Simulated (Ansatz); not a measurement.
# C (R-3m) in Ansatz: band structure with HSE06

Aim: the band structure of C with HSE06.

Program: Ansatz 0.2.0. These are calculated values, not measurements. Logs are shortened: lines on timing, memory, paths and dates and some standing lists are left out, and cuts for length are marked.

**1. The crystal as given**

Symmetry: R-3m, No. 166, trigonal system. Conventional cell: a = 2.466 Å, b = 2.466 Å, c = 24.848 Å, α = 90.00°, β = 90.00°, γ = 120.00°. C (site symmetry 3m) is surrounded by 3 C at 1.42 Å. Around C (site symmetry 3m) lie 3 C at 1.42 Å.

This isn't the form of C at room conditions, which is graphite.

**2. Band structure, HSE06**

input

```
crystal:
  lattice:
    - [1.2331880975, 0.7119814801, 8.2826151019]
    - [-1.2331880975, 0.7119814801, 8.2826151019]
    - [0.0, -1.4239629601, 8.2826151019]
  atoms:
    - { symbol: C, position: [0.08717308, 0.08717308, 0.08717308] }
    - { symbol: C, position: [0.75385006, 0.75385006, 0.75385006] }
    - { symbol: C, position: [0.24614994, 0.24614994, 0.24614994] }
    - { symbol: C, position: [0.91282692, 0.91282692, 0.91282692] }
hamiltonian:
  xc: hse06
  pseudopotentials: { kind: paw }
kpoints:
  mp_grid: { grid: [8, 8, 8] }
  band_path:
    path:
      - [[0.0, 0.0, 0.0], [0.5, 0.0, 0.0], [0.5, 0.1715928569, -0.1715928569]]
      - [[0.8284071431, 0.5, 0.1715928569], [0.5, 0.5, 0.5], [0.0, 0.0, 0.0], [0.3357964284, 0.0, -0.3357964284]]
      - [[0.6642035716, 0.3357964284, 0.0], [0.5, 0.5, 0.0], [0.6642035716, 0.6642035716, 0.1715928569], [0.5, 0.5, 0.5]]
      - [[0.5, 0.0, 0.0], [0.8284071431, 0.3357964284, 0.3357964284]]
    npoints: 4
scf:
  occupations: { method: fermi_dirac, width: 0.05 }
  n_extra_bands: 10
output:
  forces: true
  stress: true
  eigenvalues: true
  fatbands: false
```

Potentials or basis: Ansatz PAW.

Log:

```text
Warning: output.stress: scf.convergence.dr2_threshold = 1e-7 eV (the SCF's general default) is looser than the 4e-10 eV advised for a printed stress (1e-10 eV for each atom of the cell: 4). What an SCF threshold leaves in a stress goes as its square root, and in the free energy as the threshold itself, and one threshold admits the most on a small cell: of the crystals measured, under no hybrid functional and no lock of the moments, on runs that ended without the residual-converged pass, on stresses that held no estimate of that error, the worst erred by over 100 MPa in a component at 1e-7 eV an atom and by under 5 at 1e-10. Set scf.convergence.dr2_threshold to 4e-10 eV or tighter. The threshold is an SCF's pass mark: one that does not reach it within its budget of iterations ends unconverged, or closes short of it on a stop that the run arms, and scf.convergence.dr2_threshold's page says what that costs each kind of run
Warning: output.stress: scf.exx.energy_threshold = 1e-6 eV is looser than the 4e-8 eV advised for a stress under a hybrid functional (1e-8 eV for each atom of the cell: 4). Every SCF of the exchange loop can meet its threshold on dr2 while the loop round them stops early: no threshold on dr2 bounds what that leaves in the stress. Set scf.exx.energy_threshold to 4e-8 eV or tighter. The threshold is the loop's pass mark: a loop that does not reach it within its budget of cycles ends unconverged, and scf.exx.energy_threshold's page has the law
basis.fft_grid_basis auto: the FFT boxes are laid along the combinations [[1, 0, -1], [0, 1, -1], [0, 0, 1]] of the cell's own vectors, 2.466, 2.466 and 8.404 Å long. The dense box has 18×18×60 points. Along the cell's own vectors, as sized, it would have 60×60×60, 11.11 times as many. Of the 12 symmetry operations that the crystal satisfies within crystal.symmetry.tolerance (time reversal apart; of a slab, those that keep its plane) the dense box along the cell's own vectors carries 12, and the one as laid loses 8 of those. basis.fft_grid_basis: typed keeps the cell's own vectors: state it where this run's energies or levels are differenced outside the engine with another run's, or held beside a run that keeps those vectors.
scf.n_extra_bands = 10 over 8 filled bands (N_el = 16.0): the run solves 18 bands
GPUs: using 1 of 1 available (devices: 1).
Engine: ansatz 0.2.0, x86_64-unknown-linux-gnu
Pseudopotentials: kind: paw
Pseudopotential: C, paw, valence charge 4, recommended cutoff 420 eV (normal), C.paw.azcp
Functional definition: HSE06
  parameter a = 0.25
  parameter omega = 0.11/bohr
  exchange = pbe_x - a*pbe_x_sr(omega) + a*exact_x_sr(omega)
  correlation = pbe_c
device memory: the entry about to start is reckoned to put 1.0 GiB on a device that reports 51.9 GiB free (of which the cap on the GPU budget leaves the run 18.0 GiB)
GPU FFT provider: cuFFT
GPU libraries: cuBLAS 13.8.2, cuFFT 12.4.0, cuSOLVER 12.3.4
Crystal: 4 atoms, lattice volume = 43.633 Å³
Basis set: ecut = 420 eV, 819 PW (Γ), FFT grids on a1−a3, a2−a3, a3, exchange–correlation on 36×36×120 points (8 copies of the dense FFT grid, shifted against one another)
Bands: 18, of which v1, the nominal top of the filled ones, is band 8 counted from 1 (7 counted from 0)
Symmetry: 12 space group operations
Space group: R-3m (ITA 166), of the structure as read, at distance tolerance 3.5e-5 Å
k-points: 65 of 512
Non-local potential: C, projectors of the file, l = 0: 2, l = 1: 2, l = 2: 1
PAW form: soft (Blöchl's): semilocal exchange-correlation on the pseudo side does not see the compensation charge
PAW frozen core: C, regenerated for the run's functional, and the local potential with it (the file was generated under x = pbe(κ = 0.804, μ = 0.2195149727645171), c = pbe(β = 0.06672455060314922))
PAW one-centre angular grid: C, 110 points (default); XC on 64 Gauss nodes
Initial density: superposition of atomic densities (neutral atoms: chi_scale 0, normalization atom), corrected by the library's trained network
Initial wavefunctions: pseudopotential atomic-orbital guess
GPU buffer pool allocated for 19440 grid points (all kernels)
GPU transforms: local potential and band sums: pruned to the plane-wave sphere, on 18×18×60
Functional: x = pbe(κ = 0.804, μ = 0.2195149727645171), c = pbe(β = 0.06672455060314922), warm-up for x = pbe(κ = 0.804, μ = 0.2195149727645171) + 0.25 (exact − pbe) at short range (hse, ω = 0.20786987370883472 Å⁻¹), c = pbe(β = 0.06672455060314922); HSE06 as pw.x's `hse` composes it (authors' and Libxc's form: `xc: wpbeh`)
SCF iter   1: F=—  HF=-1003.769098 eV  |F-HF|=—  |Δ(HF+E_count)|=         —  Δρ=3.98e-3  dr2=8.43e-3  ethr=1.77e-3  ⟨swp⟩=8.5  Hψ=5835  notcnv=0
preconditioner: auto → none  [insulator: Δε(μ)=1.699 eV  Ē_g=19.182 eV  σ=0.050 eV  W_gap=1.00  n_scr=6 (ndim 8)  ℏωp=22.5 eV  f_vac=0.206  D(μ)=0.00/eV (n_scr^D=0)]
iter 2 solved again at ethr=4.47e-6 eV; its pass at ethr=5.27e-5 eV (dr2=7.15e-4 eV) is discarded
SCF iter   2: F=—  HF=-1003.767200 eV  |F-HF|=—  |Δ(HF+E_count)|=   1.90e-3  Δρ=1.58e-3  dr2=7.13e-4  ethr=4.47e-6  ⟨swp⟩=2.3  Hψ=4811  notcnv=0
SCF iter   3: F=-1003.767546 eV  HF=-1003.767519 eV  |F-HF|=2.66e-5  |Δ(HF+E_count)|=   3.19e-4  Δρ=4.48e-4  dr2=4.63e-5  ethr=4.46e-6  ⟨swp⟩=3.0  Hψ=2400  notcnv=0
SCF 1 stopped early in 3 iterations: F = -1003.767546 eV  dr2 = 4.63e-5
device memory: the entry about to start is reckoned to put 1.6 GiB on a device that reports 52.2 GiB free (of which the cap on the GPU budget leaves the run 18.0 GiB)
GPU FFT provider: cuFFT
GPU libraries: cuBLAS 13.8.2, cuFFT 12.4.0, cuSOLVER 12.3.4
Initial density: handed on by an earlier stage of this run
Initial wavefunctions: those handed on with the density
GPU buffer pool allocated for 19440 grid points (all kernels)
GPU transforms: local potential and band sums: pruned to the plane-wave sphere, on 18×18×60
Functional: x = pbe(κ = 0.804, μ = 0.2195149727645171) + 0.25 (exact − pbe) at short range (hse, ω = 0.20786987370883472 Å⁻¹), c = pbe(β = 0.06672455060314922); HSE06 as pw.x's `hse` composes it (authors' and Libxc's form: `xc: wpbeh`)
Exchange kernel: α = 0.2500, screened, ω = 0.2079 Å⁻¹, Wigner–Seitz truncation, v(0) = 1045.1798 eV·Å³, q-mesh 8×8×8, nearest image of the exchange supercell L = 19.73 Å, pair-density grid 15×15×60, without the augmentation charges, whose exchange is taken in its separable form by FFT convolution over the k-point mesh (the finest that the files' search goes to), smooth part of the exact exchange by density-matrix convolution in up to 3.91 GiB of GPU memory as planned if the GPU has room (build and FFT work areas not counted)
Frozen-core exchange: fock
SCF iter   1: F=—  HF=-1003.774976 eV  |F-HF|=—  |Δ(HF+E_count)|=         —  Δρ=7.80e-3  dr2=1.40e-2  ethr=2.90e-6  ⟨swp⟩=9.0  Hψ=5857  notcnv=1
preconditioner: auto → none  [insulator: Δε(μ)=2.094 eV  Ē_g=21.351 eV  σ=0.050 eV  W_gap=1.00  n_scr=6 (ndim 8)  ℏωp=22.5 eV  f_vac=0.212  D(μ)=0.00/eV (n_scr^D=0)]
SCF iter   2: F=—  HF=-1003.769519 eV  |F-HF|=—  |Δ(HF+E_count)|=   5.46e-3  Δρ=3.07e-3  dr2=1.57e-3  ethr=2.90e-6  ⟨swp⟩=3.6  Hψ=3345  notcnv=0  defer=1
SCF iter   3: F=—  HF=-1003.772090 eV  |F-HF|=—  |Δ(HF+E_count)|=   2.57e-3  Δρ=9.09e-4  dr2=1.37e-4  ethr=2.90e-6  ⟨swp⟩=3.7  Hψ=2405  notcnv=0  defer=12
SCF iter   4: F=—  HF=-1003.772042 eV  |F-HF|=—  |Δ(HF+E_count)|=   4.75e-5  Δρ=1.81e-4  dr2=1.67e-5  ethr=8.33e-7  ⟨swp⟩=3.1  Hψ=1885  notcnv=0
SCF iter   5: F=—  HF=-1003.772040 eV  |F-HF|=—  |Δ(HF+E_count)|=   2.77e-6  Δρ=7.70e-5  dr2=5.97e-6  ethr=8.13e-8  ⟨swp⟩=3.1  Hψ=2288  notcnv=0  defer=1
SCF iter   6: F=—  HF=-1003.772060 eV  |F-HF|=—  |Δ(HF+E_count)|=   2.00e-5  Δρ=6.83e-5  dr2=1.78e-6  ethr=2.43e-8  ⟨swp⟩=4.0  Hψ=2677  notcnv=0  defer=14
SCF iter   7: F=-1003.772059 eV  HF=-1003.772059 eV  |F-HF|=1.32e-7  |Δ(HF+E_count)|=   5.32e-7  Δρ=2.32e-5  dr2=2.56e-7  ethr=1.07e-8  ⟨swp⟩=3.0  Hψ=2053  notcnv=0  defer=4
SCF 2 stopped early in 7 iterations: F = -1003.772059 eV  dr2 = 2.56e-7
  Residual-converged pass: ⟨swp⟩=3.4  Hψ=2235  notcnv=0  max |occ|·‖R‖ = 6.4e-6 eV (tolerance 6.7e-6 eV)  dr2=2.53e-7  dr2_onsite=8.82e-10  max |Δocc| = 3.6e-17
hybrid outer 1: dexx = +3.423e-3 eV, tail = 1.66e-5 eV
GPU FFT provider: cuFFT
GPU libraries: cuBLAS 13.8.2, cuFFT 12.4.0, cuSOLVER 12.3.4
GPU buffer pool allocated for 19440 grid points (all kernels)
GPU transforms: local potential and band sums: pruned to the plane-wave sphere, on 18×18×60
Exchange kernel: α = 0.2500, screened, ω = 0.2079 Å⁻¹, Wigner–Seitz truncation, v(0) = 1045.1798 eV·Å³, q-mesh 8×8×8, nearest image of the exchange supercell L = 19.73 Å, pair-density grid 15×15×60, without the augmentation charges, whose exchange is taken in its separable form by FFT convolution over the k-point mesh (the finest that the files' search goes to), smooth part of the exact exchange by density-matrix convolution in up to 3.91 GiB of GPU memory as planned if the GPU has room (build and FFT work areas not counted)
Frozen-core exchange: fock
SCF iter   1: F=—  HF=-1003.772198 eV  |F-HF|=—  |Δ(HF+E_count)|=         —  Δρ=5.79e-5  dr2=6.98e-7  ethr=5.18e-7  ⟨swp⟩=5.3  Hψ=2922  notcnv=0
preconditioner: auto → none  [insulator: Δε(μ)=2.099 eV  Ē_g=21.398 eV  σ=0.050 eV  W_gap=1.00  n_scr=6 (ndim 8)  ℏωp=22.5 eV  f_vac=0.210  D(μ)=0.00/eV (n_scr^D=0)]
SCF iter   2: F=—  HF=-1003.772197 eV  |F-HF|=—  |Δ(HF+E_count)|=   1.59e-7  Δρ=1.21e-5  dr2=2.52e-8  ethr=3.55e-9  ⟨swp⟩=3.0  Hψ=2047  notcnv=0
SCF iter   3: F=—  HF=-1003.772198 eV  |F-HF|=—  |Δ(HF+E_count)|=   1.32e-7  Δρ=5.61e-6  dr2=8.80e-9  ethr=7.70e-11  ⟨swp⟩=5.1  Hψ=3025  notcnv=0  defer=24
SCF iter   4: F=-1003.772198 eV  HF=-1003.772198 eV  |F-HF|=9.23e-11  |Δ(HF+E_count)|=   1.71e-9  Δρ=9.31e-7  dr2=3.53e-10  ethr=5.24e-11  ⟨swp⟩=3.1  Hψ=2027  notcnv=0  defer=6
SCF 3 converged in 4 iterations: F = -1003.772198 eV  dr2 = 3.53e-10
  Residual-converged pass: ⟨swp⟩=3.2  Hψ=2215  notcnv=0  max |occ|·‖R‖ = 6.2e-7 eV (tolerance 6.3e-7 eV)  dr2=3.92e-10  dr2_onsite=9.32e-12  max |Δocc| = 1.5e-19
hybrid outer 2: dexx = +2.374e-7 eV, tail = 7.60e-9 eV, Δε = 2.28e-3 eV (about 4.93e-5 eV left of the loop's levels), ΔF = 1.79e-3 eV/Å (tail 3.41e-4)
device memory: the entry about to start is reckoned to put 0.4 GiB on a device that reports 52.3 GiB free (of which the cap on the GPU budget leaves the run 18.0 GiB)
NSCF: frozen V_eff on 40 k-points, pencils in batches of 32, up to order 80
hybrid SCF converged: 2 outer / 11 inner (+3 warm-up), last move |dexx| = 2.37e-7 eV, tail = 7.60e-9 eV
Stability not checked: this state was not tested for a lower state beside it, because the functional holds exact exchange (a hybrid, or Hartree-Fock), whose exchange loop this test does not read (fock_operator; see scf.lower_state_search)
Free energy (F): -1003.772198 eV
Frozen-core exchange: fock
Harris-Foulkes:  -1003.772198 eV  (|F-HF|=9.23e-11)
Internal energy: -1003.772198 eV  (E = F + TS)
E sigma→0 (E₀):  -1003.772198 eV
Fermi energy:    4.785993 eV
--- Per-component energies (eV) ---
  E_band       = -92.468256
  E_kinetic    = 361.864954
  E_local      = -869.531901  (includes V_loc(G=0)·N_el)
  E_nonlocal   = 107.080109
  E_hartree    = 297.399877
  E_xc         = -155.164626
  E_vxc        = -190.169121  (∫ρ·V_xc dr)
  E_exx        = -35.871999  (= α·E_x^exact, valence–valence)
  E_paw        = -397.675183  (= ΣΔE_a)
  E_vpaw       = -24.767933  (= ΣTr[D̂ρ^β])
  E_aug_tail   = 0.000028  (compensation charges beyond the density's cutoff)
  E_ewald      = -311.804584
  E_core_change = -0.068873  (= ΣΔE_core)
  E_smearing   = -0.000000  (= −TS)
  E_closure    = -0.000000  (closes the sum)
  Σ components = -1003.772198   (vs F -1003.772198, Δ=0.00e0)
--- Forces (eV/Å), atoms counted from 1 ---
  atom   1  C      0.00000000    -0.00000000    -0.00624251
  atom   2  C     -0.00000000    -0.00000000    -0.01535019
  atom   3  C      0.00000000     0.00000000     0.01535019
  atom   4  C     -0.00000000     0.00000000     0.00624251
  max |Σ_I F_I| component: 1.85e-17 eV/Å
--- Stress (GPa, compression-positive) ---
       -7.093211      -0.000000      -0.000000
       -0.000000      -7.093211       0.000000
       -0.000000       0.000000       0.251589
  P = ⅓ Tr σ = -4.6449 GPa (-46.449 kbar)
--- Band table (eV; the first three rows and the last of 65) ---
  k-point 0: bands = ["-17.2557", "-17.2005", "-4.3498", "-3.6968", "0.7987", "0.7987", "0.8022", "0.8022", "8.2933", "12.1286", "14.0549", "14.0549", "14.0651", "14.0651", "16.4282", "17.8513", "17.8945", "18.5211"]
  k-point 1: bands = ["-16.8533", "-16.8000", "-3.8492", "-3.2111", "-0.6991", "-0.6935", "0.0466", "0.0501", "8.7934", "12.5394", "14.0813", "14.0916", "15.6514", "15.6614", "16.4576", "16.5337", "16.9432", "19.2600"]
  k-point 2: bands = ["-15.6558", "-15.6080", "-3.9849", "-3.9731", "-2.3702", "-1.7798", "-1.3704", "-1.3669", "10.2907", "12.9129", "13.2657", "13.6677", "13.6820", "13.9774", "18.3358", "19.4773", "19.4870", "21.0944"]
  k-point 64: bands = ["-17.2400", "-17.2164", "-4.1350", "-3.9393", "0.7982", "0.7982", "0.8020", "0.8020", "9.5440", "9.9833", "14.0525", "14.0525", "14.0687", "14.0687", "17.8359", "17.9076", "18.5081", "18.5775"]
```

It took 94 s on 1 × NVIDIA H100 80GB HBM3 with 2 threads of AMD EPYC 7R13 (Zen 3), shared host; peak memory 3.2 GiB.

What came out:

* Free energy: -1003.7722 eV
* Pressure: -4.6 GPa
* Largest force: 0.015 eV/Å
* Band gap along the path: 0.10 eV, direct

Forces on the atoms (eV/Å):
```
C    0.000  0.000 -0.006
C    0.000  0.000 -0.015
C    0.000  0.000  0.015
C    0.000  0.000  0.006
```

Levels at the corners of the path, in eV from the valence-band top:
```
point  band 6  band 7  band 8  band 9  band 10  band 11
    Γ   -3.94   -3.94   -3.94    3.55     7.39     9.31
    L   -7.60   -2.98   -2.62    1.90     2.43     8.20
   B1  -12.01   -0.18    0.00    0.10     0.42    10.55
    B  -12.01   -0.18    0.00    0.10     0.42    10.55
    Z   -3.94   -3.94   -3.94    4.80     5.24     9.31
    Γ   -3.94   -3.94   -3.94    3.55     7.39     9.31
    X  -12.02   -0.10    0.00    0.11     0.34    10.55
    Q  -12.02   -0.10    0.00    0.11     0.34    10.55
    F   -7.60   -2.91   -2.70    2.00     2.31     8.18
   P1   -7.60   -2.93   -2.69    1.97     2.36     8.19
    Z   -3.94   -3.94   -3.94    4.80     5.24     9.31
    L   -7.60   -2.98   -2.62    1.90     2.43     8.20
    P   -7.60   -2.93   -2.69    1.97     2.36     8.19
```

Caveat: the pressure holds a Pulay correction of +0.4 GPa for the finite cutoff; the PAW data sets come from PBE, with cores solved anew for the run's functional, which leaves a small shift of forces and pressure; the thresholds are loose for stress.
